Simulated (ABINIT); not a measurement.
# SiC (Moissanite): G0W0 with ABINIT, start to end, part 3 of 3

Wanted: ground state, empty states, screening and self-energy for SiC (Moissanite).

ABINIT 10.8.3; PBE and many-body steps on it, plane waves. Known limits of the many-body steps: not at the basis limit; coarse k mesh.

So far. Step 3 (Bands along the symmetry lines): The gap is 2.012 eV, −0.005 eV from the run before at this level. Step 4 (Empty states on the mesh, 3×3×1 mesh, 317 bands): On this mesh the gap is 2.813 eV. The earlier step found 2.017 eV, so this mesh misses an edge.

## 5. Screening, 3×3×1 mesh, 289 bands, screening to 130.6 eV

The RPA dielectric matrix is built and inverted for each q.

This step: RPA screening on PBE, plane waves, norm-conserving pseudopotentials.

run.abi reads:

```
acell 3*1.0 Angstrom
rprim 
  3.081000000023 -0.000000000005 0.000000000000
  -1.540500000007 2.668224269083 0.000000000000
  0.000000000000 0.000000000000 15.124800000000
ntypat 2
znucl 14 6
natom 12
typat 1 1 1 1 1 1 2 2 2 2 2 2
xred 
  0.000000000000 0.000000000000 0.000000000000
  0.000000000000 0.000000000000 0.500000000000
  0.333333333333 0.666666666667 0.166400000000
  0.666666666667 0.333333333333 0.666400000000
  0.666666666667 0.333333333333 0.332900000000
  0.333333333333 0.666666666667 0.832900000000
  0.333333333333 0.666666666667 0.041200000000
  0.666666666667 0.333333333333 0.541200000000
  0.666666666667 0.333333333333 0.208000000000
  0.333333333333 0.666666666667 0.708000000000
  0.000000000000 0.000000000000 0.374600000000
  0.000000000000 0.000000000000 0.874600000000
pp_dirpath "pseudos"
pseudos "Si.upf, C.upf"
ecut 37
ngkpt 3 3 1
nshiftk 1
shiftk 0 0 0
kptopt 1
chksymbreak 0
istwfk *1
occopt 1
irdwfk 1
optdriver 3
nband 289
ecuteps 4.8
inclvkb 2
awtr 1
symchi 1
indata_prefix "in"
outdata_prefix "out"
tmpdata_prefix "tmp"
```

Launch:

```bash
$ OMP_NUM_THREADS=1 mpirun -n 8 abinit run.abi > log
```

Numbers of over 12 decimals in the logs are rounded to 6 here.

What it wrote:

```text
.Version 10.8.3 of ABINIT. v10.8.2 released Aug 2026.

 Symmetries : space group P6_3 m c (#186); Bravais hP (primitive hexag.)
[... echo of the input left out ...]
== DATASET  1 ==================================================================
-   mpi_nproc: 8, omp_nthreads: 1 (-1 if OMP is not activated)

--- !DatasetInfo
iteration_state: {dtset: 1, }
dimensions: {natom: 12, nkpt: 3, mband: 289, nsppol: 1, nspinor: 1, nspden: 1, mpw: 9084, }
cutoff_energies: {ecut:  37.0, pawecutdg:  -1.0, }
electrons: {nelect:   4.80000000E+01, charge:   0.00000000E+00, occopt:   1.00000000E+00, tsmear:   1.00000000E-02, }

 SCREENING: Calculation of the susceptibility and dielectric matrices

 Based on a program developped by R.W. Godby, V. Olevano, G. Onida, and L. Reining.
 Incorporated in ABINIT by V. Olevano, G.-M. Rignanese, and M. Torrent.
.Using double precision arithmetic ; gwpc =  8

[... cell and pseudopotentials left out ...]
--------------------------------------------------------------------------------

 ==== K-mesh for the wavefunctions ====
 Number of points in the irreducible wedge :     3
[... list of points left out ...]
 Together with 12 symmetry operations and time-reversal symmetry
 yields     9 points in the full Brillouin Zone.

 ==== Q-mesh for the screening function ====
 Number of points in the irreducible wedge :     3
[... list of points left out ...]
 Together with 12 symmetry operations and time-reversal symmetry
 yields     9 points in the full Brillouin Zone.

 setmesh: FFT mesh size selected  =    20x   20x  108
          total number of points  =        43200

 vcoul_init : cutoff-mode = AUXILIARY_FUNCTION
 q-points for optical limit:   1
     1)      0.000010    0.000020    0.000030

- screening: taking advantage of time-reversal symmetry
- Maximum band index for partially occupied states nbvw = 24
- Remaining bands to be divided among processors   nbcw = 265
- Number of bands treated by each node ~33

 Number of electrons calculated from density =   48.0000; Expected =   48.0000
 average of density, n =  0.057206
 r_s =    1.6100
 omega_plasma =   23.0715 [eV]

 calculating chi0 at frequencies [eV] :
  1    0.000000E+00    0.000000E+00
  2    0.000000E+00    2.307151E+01

--------------------------------------------------------------------------------
  q-point number  1        q = ( 0.000000, 0.000000, 0.000000) [r.l.u.]
--------------------------------------------------------------------------------
[... chi0 elements left out ...]
 For q-point:  0.000010 0.000020 0.000030
  dielectric constant =   9.8069
  dielectric constant without local fields =  10.7101

  Average fulfillment of the sum rule on Im[epsilon] for q-point    1 :     89.72  [%]
[... wings left out ...]
  q-point number  2        q = ( 0.333333, 0.000000, 0.000000) [r.l.u.]
--------------------------------------------------------------------------------
[... chi0 elements left out ...]
  Average fulfillment of the sum rule on Im[epsilon] for q-point    2 :     86.67  [%]

 [... 1 further q-points ...]
```

Wall time 37 s (8 MPI ranks of Arm Neoverse V2, shared host); peak memory 2.6 GiB.

This step gave:

```
ε∞ with local fields, on this mesh, along the program's q direction : 9.807
the same without local fields                                       : 10.71
plasma frequency                                                    : 23.07 eV
plane waves in the screening matrix                                 : 407
```

Local fields lower ε∞ by 8 %. On a Γ-centred mesh this coarse the value itself is usually too large, while a short band sum pulls it down.

## 6. Self-energy, 3×3×1 mesh, 289 bands, screening to 130.6 eV

The self-energy is evaluated for the states that the input lists, and the levels follow from it, in one-shot runs by the linearised quasiparticle equation.

This step: G0W0 on PBE, plane waves, norm-conserving pseudopotentials.

run.abi, as its differences from that of step 5:

```diff
@@ -33,8 +33,19 @@
 irdwfk 1
-optdriver 3
+optdriver 4
 nband 289
+gwcalctyp 0
+ecutsigx 37
+symsigma 1
+nkptgw 3
+kptgw 
+  0.0000000000 0.0000000000 0.0000000000
+  0.3333333333 0.0000000000 0.0000000000
+  0.3333333333 0.3333333333 0.0000000000
+bdgw 
+  1 28
+  1 28
+  1 28
 ecuteps 4.8
-inclvkb 2
-awtr 1
-symchi 1
+irdscr 1
+ppmodel 1
 indata_prefix "in"
```

What it wrote:

```text
.Version 10.8.3 of ABINIT. v10.8.2 released Aug 2026.

 Symmetries : space group P6_3 m c (#186); Bravais hP (primitive hexag.)
[... echo of the input left out ...]
== DATASET  1 ==================================================================
-   mpi_nproc: 8, omp_nthreads: 1 (-1 if OMP is not activated)

--- !DatasetInfo
iteration_state: {dtset: 1, }
dimensions: {natom: 12, nkpt: 3, mband: 289, nsppol: 1, nspinor: 1, nspden: 1, mpw: 9084, }
cutoff_energies: {ecut:  37.0, pawecutdg:  -1.0, }
electrons: {nelect:   4.80000000E+01, charge:   0.00000000E+00, occopt:   1.00000000E+00, tsmear:   1.00000000E-02, }

 SIGMA: Calculation of the GW corrections

 Based on a program developped by R.W. Godby, V. Olevano, G. Onida, and L. Reining.
 Incorporated in ABINIT by V. Olevano, G.-M. Rignanese, and M. Torrent.
.Using double precision arithmetic ; gwpc =  8

[... cell and pseudopotentials left out ...]
--------------------------------------------------------------------------------

 ==== K-mesh for the wavefunctions ====
 Number of points in the irreducible wedge :     3
[... list of points left out ...]
 Together with 12 symmetry operations and time-reversal symmetry
 yields     9 points in the full Brillouin Zone.

 ==== Q-mesh for screening function ====
 Number of points in the irreducible wedge :     3
[... list of points left out ...]
 Together with 12 symmetry operations and time-reversal symmetry
 yields     9 points in the full Brillouin Zone.

 vcoul_init : cutoff-mode = AUXILIARY_FUNCTION
 q-points for optical limit:   1
     1)      0.000010    0.000020    0.000030
 setmesh: FFT mesh size selected  =    27x   27x  160
          total number of points  =       116640

 Number of electrons calculated from density =   48.0000; Expected =   48.0000
 average of density, n =  0.057206
 r_s =    1.6100
 omega_plasma =   23.0715 [eV]

 === KS Band Gaps ===
  >>>> For spin  1
   Minimum direct gap =   3.6414 [eV], located at k-point      :   0.3333  0.0000  0.0000
   Fundamental gap    =   2.8128 [eV], Top of valence bands at :   0.0000  0.0000  0.0000
                                       Bottom of conduction at :   0.3333  0.0000  0.0000
 SIGMA fundamental parameters:
 PLASMON POLE MODEL  1
 number of plane-waves for SigmaX                 8941
 number of plane-waves for SigmaC and W            407
 number of plane-waves for wavefunctions          8941
 number of bands                                   289
 number of independent spin polarizations            1
 number of spinorial components                      1
 number of k-points in IBZ                           3
 number of q-points in IBZ                           3
 number of symmetry operations                      12
 number of k-points in BZ                            9
 number of q-points in BZ                            9
 number of frequencies for dSigma/dE                 9
 frequency step for dSigma/dE [eV]                0.25
 number of omega for Sigma on real axis              0
 max omega for Sigma on real axis  [eV]           0.00
 zcut for avoiding poles [eV]                     0.10

 EPSILON^-1 parameters (SCR file):
 dimension of the eps^-1 matrix on file            407
 dimension of the eps^-1 matrix used               407
 number of plane-waves for wavefunctions          8941
 number of bands                                   289
 number of q-points in IBZ                           3
 number of frequencies                               2
 number of real frequencies                          1
 number of imag frequencies                          1

 matrix elements of self-energy operator (all in [eV])

 Perturbative Calculation

--- !SelfEnergy_ee
iteration_state: {dtset: 1, }
kpoint     : [   0.000,    0.000,    0.000, ]
spin       : 1
KS_gap     :    5.164
QP_gap     :    6.037
Delta_QP_KS:    0.873
data: !SigmaeeData |
     Band     E0 <VxcDFT>   SigX SigC(E0)      Z dSigC/dE  Sig(E)    E-E0       E
        1  -8.584 -12.792 -22.109   8.343   0.619  -0.617 -13.395  -0.603  -9.187
        2  -8.078 -12.871 -22.012   8.062   0.662  -0.510 -13.585  -0.714  -8.792
        3  -8.013 -12.865 -22.005   8.050   0.662  -0.510 -13.587  -0.722  -8.735
        4  -6.554 -13.179 -21.839   7.477   0.677  -0.476 -13.980  -0.801  -7.355
        5  -6.491 -13.162 -21.816   7.453   0.671  -0.490 -13.969  -0.806  -7.297
        6  -5.027 -13.855 -22.160   7.083   0.704  -0.421 -14.715  -0.860  -5.886
        7  -1.716 -12.058 -18.230   4.797   0.734  -0.363 -13.067  -1.009  -2.725
        8   0.619 -12.953 -18.346   4.171   0.760  -0.316 -13.881  -0.928  -0.309
        9   0.665 -12.940 -18.318   4.150   0.759  -0.318 -13.872  -0.932  -0.267
       10   4.429 -13.947 -17.720   2.921   0.784  -0.275 -14.615  -0.668   3.760
[...]
--- !SelfEnergy_ee
iteration_state: {dtset: 1, }
kpoint     : [   0.333,    0.000,    0.000, ]
spin       : 1
KS_gap     :    3.641
QP_gap     :    4.414
Delta_QP_KS:    0.773
data: !SigmaeeData |
     Band     E0 <VxcDFT>   SigX SigC(E0)      Z dSigC/dE  Sig(E)    E-E0       E
[...]
--- !SelfEnergy_ee
iteration_state: {dtset: 1, }
kpoint     : [   0.333,    0.333,    0.000, ]
spin       : 1
KS_gap     :    5.571
QP_gap     :    6.461
Delta_QP_KS:    0.890
data: !SigmaeeData |
     Band     E0 <VxcDFT>   SigX SigC(E0)      Z dSigC/dE  Sig(E)    E-E0       E
[...]
24   4.793 -13.982 -17.677   2.848   0.787  -0.270 -14.648  -0.666   4.127
       25  10.365 -10.698  -6.039  -4.385   0.816  -0.226 -10.475   0.223  10.588
       26  10.365 -10.698  -6.039  -4.385   0.816  -0.226 -10.475   0.223  10.588
       27  10.617 -10.892  -6.138  -4.446   0.814  -0.228 -10.641   0.251  10.868
       28  11.915 -11.841  -6.736  -4.578   0.806  -0.241 -11.416   0.425  12.340

 New Fermi energy :        2.998990E-01 Ha ,    8.160668E+00 eV
 New Exchange energy :    -1.674991E+01 Ha ,   -4.557883E+02 eV

 === QP Band Gaps ===
  >>>> For spin  1
   Minimum direct gap =   4.4143 [eV], located at k-point      :   0.3333  0.0000  0.0000
   Fundamental gap    =   3.4778 [eV], Top of valence bands at :   0.0000  0.0000  0.0000
                                       Bottom of conduction at :   0.3333  0.0000  0.0000

== END DATASET(S) ==============================================================
================================================================================

 -outvars: echo values of variables after computation  --------
           etotal      0.0000000000E+00
            nband         289
             nkpt           3
          spgroup         186
 [... the other variables as echoed above ...]

 Calculation completed.
```

Wall time 91 s (8 MPI ranks); peak memory 2.2 GiB; 12 min of CPU time.

Numbers from this step:

| Quantity | Value |
| --- | --- |
| G0W0 gap on the points computed | 3.441 eV |
| starting gap on the mesh | 2.813 eV |
| k of the valence top | 0, 0, 0 |
| k of the conduction bottom | 0.3333, 0, 0 |
| Z at the valence top | 0.793 |
| Z at the conduction bottom | 0.813 |
| least direct G0W0 gap on the computed points | 4.414 eV |

The gap on the mesh goes from 2.81 eV to 3.44 eV, a correction of +0.63 eV. The start differs from the 2.02 eV found before because the two sample other k points.

Limits: finite bands, cutoff and mesh; coarse k mesh. v1 is the top filled band, c1 the lowest empty one. The levels before and after the correction (eV, zero at the valence-band top of each column):

```csv
,conduction bottom,valence top
Kohn-Sham,2.81,0.00
G0W0,3.44,0.00
```

```csv
,level,energy (eV)
Kohn-Sham,Γ v3,-0.036
Kohn-Sham,Γ v2-v1,0.000
Kohn-Sham,Γ c1,5.164
Kohn-Sham,Γ c2,5.336
Kohn-Sham,Γ c3,5.738
Kohn-Sham,(0.333 0 0) v3,-1.446
Kohn-Sham,(0.333 0 0) v2,-1.079
Kohn-Sham,(0.333 0 0) v1,-0.829
Kohn-Sham,(0.333 0 0) c1,2.813
Kohn-Sham,(0.333 0 0) c2,2.903
Kohn-Sham,(0.333 0 0) c3,3.754
G0W0,Γ v3,0.000
G0W0,Γ v2-v1,-0.036
G0W0,Γ c1,6.001
G0W0,Γ c2,6.163
G0W0,Γ c3,6.565
G0W0,(0.333 0 0) v3,-1.673
G0W0,(0.333 0 0) v2,-1.194
G0W0,(0.333 0 0) v1,-0.973
G0W0,(0.333 0 0) c1,3.441
G0W0,(0.333 0 0) c2,3.545
G0W0,(0.333 0 0) c3,4.437
```

## 7. Where the time went

Times are wall times on the hardware named with each run, good to a factor of about two.

```csv
step,time,share,memory (GiB)
ground state,27 s,10 %,0.83
bands along the symmetry lines,31 s,11 %,0.82
empty states on the mesh,93 s,33 %,0.42
screening,37 s,13 %,2.6
self-energy,91 s,33 %,2.2
```

## 8. Outcome

```yaml
pbe_gap: 2.01 eV, indirect
g0w0_gap_on_the_mesh: 3.44 eV
g0w0_gap_over_the_zone_rigid_shift: 2.64 eV
gw_settings: 3×3×1 mesh, 289 bands, screening to 130.6 eV, Godby-Needs plasmon pole
known_limits: not at the basis limit; coarse k mesh
```

G0W0 moves the gap on the mesh from 2.81 eV to 3.44 eV (+0.63 eV), with Z of 0.79 and 0.81 at the edges. The mesh misses the band edges by 0.80 eV in all; a rigid shift gives 2.64 eV for the zone. Local fields lower the RPA ε∞ on this mesh from 10.71 to 9.81; a Γ-centred mesh this coarse tends to raise both, most where the direct gap is narrow, while a short band sum lowers them. Against experiment, by G0W0@PBE: the gap of 2.64 eV lies −0.36 eV from the measured 3 eV (optical, 2017); the gap of 2.64 eV lies −0.38 eV from the measured 3.02 eV (kind not stated, quoted 2020); the gap of 2.64 eV lies −0.39 eV from the measured 3.03 eV (indirect, quoted 2018). An exciton line or allowed optical edge lies below the quasiparticle gap by the binding energy; a forbidden edge can push the onset above it. The calculation has static nuclei and no excitons; a measured gap holds zero-point and thermal motion, which mostly lowers it. Bands and cutoff are finite, so the gap is not at the basis limit. The miss can reach some tenths of an eV and take either sign; the mesh is an error of its own. A denser mesh or path gives a starting gap of 2.01 eV: the GW mesh misses a band edge, so its gaps are not the fundamental one. The 3×3×1 mesh is coarse for this cell, which bears on the long-range parts of exchange and screening.

[Paths, hosts, dates, memory and timing lines, banners, echoed tables and standing remarks are left out of the program output.]

[Logs are printed without paths, hosts, clocks, repeated set-up lines and the standing remarks that a program may print on its own settings, such as how far it seeks lower states.]

[Runs of the session that timed out or met a known fault of the program may be left out.]

[Hosts, paths, dates, database ids (printed as entryN), source tags and the programs' standing remarks are cut or masked in the printed files.]

[G0W0 gaps are taken among the corrected bands and points alone; a level outside them can change the order at an edge.]

[Where Ansatz stands beside ABINIT at settings called matched, ABINIT's density can come from a denser mesh and the files from another edition; pairs whose starting gaps differed by over 0.03 eV were left out, so agreement reads better than it is.]
